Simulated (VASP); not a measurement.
Here is a VASP 6.6.1 calculation.

The input INCAR:

```
  PREC = Accurate
  ENCUT = 520
  EDIFF = 1E-7
  ISMEAR = 0
  SIGMA = 0.1
  LREAL = F
  LASPH = T
  NELM = 60
  ALGO = Normal
  ISIF = 3
  LWAVE = F
  LCHARG = F
  GGA = PE
  IBRION = 2
  NSW = 80
  EDIFFG = -0.002
```

KPOINTS

```
regular mesh
0
Gamma
  16 16 16
```

The input POSCAR:

```
NbC
1.0
    0.0000000000      2.2345500000      2.2345500000
    2.2345500000      0.0000000000      2.2345500000
    2.2345500000      2.2345500000      0.0000000000
Nb C
1 1
Direct
    0.0000000000      0.0000000000      0.0000000000
    0.5000000000      0.5000000000      0.5000000000
```

Potentials or basis: VASP PAW PBE potentials, release 64 (Nb_sv, C).

Command:

```console
$ cat potpaw_PBE.64/Nb_sv/POTCAR potpaw_PBE.64/C/POTCAR > POTCAR
$ mpirun -np 1 vasp_std > vasp.out
```

What does it give for the relaxed cell?

a = 3.170 Å, b = 3.170 Å, c = 3.170 Å, α = 60.00°, β = 60.00°, γ = 60.00°.

Predict the band gap on the k mesh.

none (metal or under the smearing width).

The path:
| step | energy change (eV) | largest force (eV/Å) | pressure (GPa) | volume (Å³) |
| --- | --- | --- | --- | --- |
| 1 | 0.0000 | 0.0000 | 2.81 | 22.32 |
| 2 | 0.0058 | 0.0000 | -5.50 | 22.95 |
| 3 | -0.0018 | 0.0000 | -0.01 | 22.52 |

PBE usually gives volumes a little too large and moduli too small. Zero-point motion and thermal expansion aren't in these numbers.
